InPd (space group Pm-3m, 2-atom cell), computed with VASP by Kohn-Sham DFT without spin polarization or spin-orbit coupling, with Fermi-Dirac smearing of 0.05 eV. Each volume comes from relaxing the cell with the method of that row, for a static lattice without zero-point or thermal motion. The basis column gives the plane-wave cutoff.

| method | rung | potentials | basis | k mesh | equilibrium volume (Å³/atom) |
| --- | --- | --- | --- | --- | --- |
| AM05 | GGA | VASP PAW PBE potentials, recommended | 600 eV | 8x8x8 2-atom cell | 17.090 |
| BEEF-vdW | GGA | VASP PAW PBE potentials, recommended | 600 eV | 8x8x8 2-atom cell | 18.486 |
| BLYP | GGA | VASP PAW PBE potentials, recommended | 600 eV | 8x8x8 2-atom cell | 19.548 |
| PBE | GGA | VASP PAW PBE potentials, gw | 680 eV | 8x8x8 2-atom cell | 17.989 |
| PBE-D3 | GGA | VASP PAW PBE potentials, recommended | 600 eV | 8x8x8 2-atom cell | 17.449 |
| PBE-D3(BJ) | GGA | VASP PAW PBE potentials, recommended | 600 eV | 8x8x8 2-atom cell | 17.321 |
| PBE-TS | GGA | VASP PAW PBE potentials, recommended | 600 eV | 8x8x8 2-atom cell | 17.287 |
| PBE-rVV10 | GGA | VASP PAW PBE potentials, recommended | 600 eV | 8x8x8 2-atom cell | 17.738 |
| PBEsol | GGA | VASP PAW PBE potentials, recommended | 600 eV | 8x8x8 2-atom cell | 17.137 |
| PW91 | GGA | VASP PAW PBE potentials, recommended | 600 eV | 8x8x8 2-atom cell | 18.108 |
| optB88-vdW | GGA | VASP PAW PBE potentials, recommended | 600 eV | 8x8x8 2-atom cell | 17.999 |
| optPBE-vdW | GGA | VASP PAW PBE potentials, recommended | 600 eV | 8x8x8 2-atom cell | 18.289 |
| rev-vdW-DF2 | GGA | VASP PAW PBE potentials, recommended | 600 eV | 8x8x8 2-atom cell | 17.615 |
| vdW-DF | GGA | VASP PAW PBE potentials, recommended | 600 eV | 8x8x8 2-atom cell | 19.163 |
| PBE0 | hybrid | VASP PAW PBE potentials, recommended | 600 eV | 4x4x4 2-atom cell | 17.417 |

By volume alone, PBE0 is an ordinary member of this series. The rows of the GGA rung, whose functionals use the electron density and its gradient, some with a van der Waals term added, spread over 14 % of the smallest volume. PBE0, the only hybrid, lies inside that spread and almost coincides with PBE-D3: 17.42 against 17.45 Å³/atom. Yet the two methods describe the electrons of the crystal quite differently, and the electron levels from the same runs show it.

The levels to compare are those at Γ, the states whose wave function repeats with the same sign in every unit cell. In every GGA row the highest filled level there is threefold, and the next filled level lies 1.3 to 1.6 eV deeper. The runs list only the energies of the top four filled levels, so they don't show whether the lower one is also shared by several states. Symmetry and a simple bonding picture point to palladium 4d states for both, a triplet above a pair. The palladium atoms alone form a simple cubic lattice, with an indium atom at the centre of each cube. Two of the five d orbitals point along the cube edges, straight at the next palladium atoms, and in phase they bond; the other three meet sideways, and in phase they are antibonding. The pair therefore lies below the triplet.

Two limits show how this splitting should depend on volume. If the palladium atoms were pulled far apart, the d orbitals would no longer overlap, and the part of the splitting that comes from their bonding would vanish. If the atoms are close but the orbitals remain compact, only the outer tails meet. The standard theory of d bands lets the tail of a d orbital fall off as the inverse third power of distance, and the coupling between neighbours then falls as the inverse fifth power. Since distance goes as the cube root of the volume per atom $V$, the splitting $\Delta$ should follow

$$\Delta \propto V^{-5/3}.$$

A crystal squeezed by 1 % in volume should thus have its d levels spread by a little under 2 %.

PBE-D3 and BLYP put this rule to work over a wide step in volume. PBE-D3 has a splitting of 1.552 eV, so the rule gives for the much larger BLYP cell

$$\Delta \approx 1.552\ \text{eV}\times\left(\frac{17.449}{19.548}\right)^{5/3}\approx 1.28\ \text{eV}.$$

The BLYP run itself gives 1.25 eV, so the estimate is nearly 3 % too high. With the exponent kept and one common prefactor fitted to all GGA rows, these two included, no GGA row misses by more than about 2 %. The output below gives the details.

This smoothness has a plain reason. The GGA functionals disagree about how far apart the atoms should sit, but once the atoms are in place they give the valence electrons much the same potential. The D3 correction is the clearest case: its energy depends only on the positions of the atoms, so it compresses the crystal without adding any force on the electrons. Between PBE and the two D3 rows the splitting changes with an exponent of −1.63, close to the expected −5/3, although the PBE row uses other atomic potentials. Over all GGA rows the exponent is −1.88. The functionals do leave a small mark of their own: PW91 has a slightly larger cell than optB88-vdW, with the same potentials and mesh, and yet a slightly larger splitting. Whether the d orbitals also fall off faster than the rule assumes in the larger cells, these rows don't show.

The differences in volume arise elsewhere, in how the total energy changes as the crystal expands. Functionals whose exchange strongly favours an uneven density tend to favour expanded crystals, because the density between the atoms thins out as they separate. BLYP has such an exchange part, and its correlation part also describes a uniform electron gas poorly, which is a known weakness in metals. PBEsol and AM05 were built with solids and their surfaces in mind, and they give the two smallest cells. This account rests on the known construction of the functionals; the runs don't separate exchange from correlation.

PBE0 breaks the pattern. Its volume is so close to that of PBE-D3 that the rule predicts practically the same splitting, about 1.55 eV. The calculation gives 1.81 eV, or 17 % more than the line through the GGA rows, from which PBE0 was left out. Even at the smallest volume in the table that line reaches only 1.60 eV, so the small differences in volume can't explain the gap.

The second break is larger still. Measured from the Fermi energy, up to which the states are filled, the triplet lies 2.19 eV deep in PBE-D3 and 3.66 eV deep in PBE0. In the GGA rows this depth follows a nearly straight line in volume and changes by only 0.25 eV from one end of the series to the other. The extra depth in PBE0 is almost six times that whole change.

The likely cause is the quarter of exact exchange that PBE0 mixes in. In a GGA, an electron in a compact orbital is partly repelled by its own charge, which pushes its level up. Exact exchange cancels part of this false repulsion, and it does so more strongly for a compact 4d orbital than for the spread-out states near the Fermi energy, so the d levels sink. Exact exchange also tends to lower deep states more than shallow ones, which can widen the gap between the pair and the triplet. More than the d levels is affected: measured from the Fermi energy, the lowest empty level listed at Γ lies about 0.7 eV higher in PBE0 than in PBE-D3. An error in the Fermi energy alone would shift filled and empty levels the same way, so it can't explain both changes. In the limit of no exact exchange PBE0 becomes PBE, and the PBE row lies close to both smooth lines.

The sizes of the two breaks are uncertain, and no PBE0 run on a finer mesh tests them. PBE0 was run on a coarser k mesh, and in a metal the exact-exchange sum converges slowly with that mesh, so both the levels and the Fermi energy carry an error. The depth of the triplet is the more exposed, because it is measured from the Fermi energy, while the splitting is a difference between two filled levels. The exact exchange was also evaluated on a reduced grid (the VASP setting PRECFOCK = Fast), which may be why the three levels of the triplet, equal by symmetry, differ by about 0.02 eV. That is far below either break, though it doesn't bound the whole numerical error.

Why, then, does the volume hide so large a change? The equilibrium volume depends on the slope of the total energy, not on its height. In the limiting case where exact exchange changed the energy by the same amount at every volume, the minimum would not move at all, however far the levels sank. The real effect need not be so uniform: the PBE0 cell is 0.57 Å³/atom smaller than the PBE cell, though potentials and mesh also differ between those two rows. PBE-D3 lies 0.54 Å³/atom below PBE, again with other potentials, but there an added attraction between the atoms does the work. That PBE0 and PBE-D3 end at nearly the same volume is thus a coincidence, not a sign of similar electronic structure.

For practical use, the volume and the levels have to be judged separately. Within the GGA rows, knowing the volume is enough to estimate the position of the d levels at Γ to within a few hundredths of an eV. Between PBE-D3 and PBE0 the same inference fails by about 1.5 eV, although their cells are nearly identical. This doesn't make the PBE0 levels the better ones: global hybrids leave out the screening of exchange by the metal's electrons and are known to describe metals poorly.

The analysis program printed:

```
GGA volumes, largest less smallest (A^3/atom): 2.458
the same as percent of the smallest: 14.38
number of GGA rows with a smaller volume than PBE0: 4
PBE0 volume less PBE volume, potentials and mesh also differ (A^3/atom): -0.572
fit of splitting on 14 rows (gga): coefficient of shape 1.466 +/- 0.0036; rms 0.0132, worst BLYP 0.0266, leave-one-out rms 0.0141
  rows outside the fit (model, value, miss): PBE0 1.549, 1.806, -0.257
fit of top on 14 rows (gga): constant -3.97 +/- 0.08, coefficient of vol 0.102 +/- 0.0045; rms 0.011, worst BEEF-vdW 0.0295, leave-one-out rms 0.0129
  rows outside the fit (model, value, miss): PBE0 -2.193, -3.66, 1.47
levels at Gamma against the smooth models:
          row  splitting_eV  model_eV    miss_eV  triplet_eV  triplet_miss_eV
         AM05         1.613     1.598    0.01468      -2.221         0.005841
     BEEF-vdW         1.387     1.402   -0.01526      -2.114         -0.02955
         BLYP         1.251     1.278   -0.02661      -1.967         0.009134
          PBE         1.477     1.467   0.009576      -2.124          0.01115
       PBE-D3         1.552     1.544    0.00811      -2.193        -0.002776
   PBE-D3(BJ)         1.571     1.563   0.008048       -2.21         -0.00672
       PBE-TS         1.576     1.568   0.007921      -2.215        -0.008252
    PBE-rVV10         1.516     1.502    0.01381      -2.144          0.01675
       PBEsol         1.602     1.591    0.01098      -2.214         0.008047
         PW91         1.455     1.451   0.003614      -2.121         0.002009
   optB88-vdW          1.45     1.466   -0.01607      -2.143        -0.008874
   optPBE-vdW         1.418     1.428  -0.009526      -2.108        -0.003453
  rev-vdW-DF2         1.518      1.52  -0.001717      -2.172         0.001293
       vdW-DF         1.303     1.321   -0.01767       -2.01         0.005403
         PBE0         1.806     1.549     0.2574       -3.66           -1.467
exponent of splitting against volume, all GGA rows: -1.878
exponent from PBE against the mean of the two D3 rows: -1.628
largest miss of the splitting model in GGA rows (percent): 2.082
PBE0 splitting above the model (percent): 16.62
spread of the triplet level over all GGA rows (eV): 0.254
PBE0 triplet below the GGA line (eV): 1.467
that drop over the GGA spread (ratio): 5.774
```
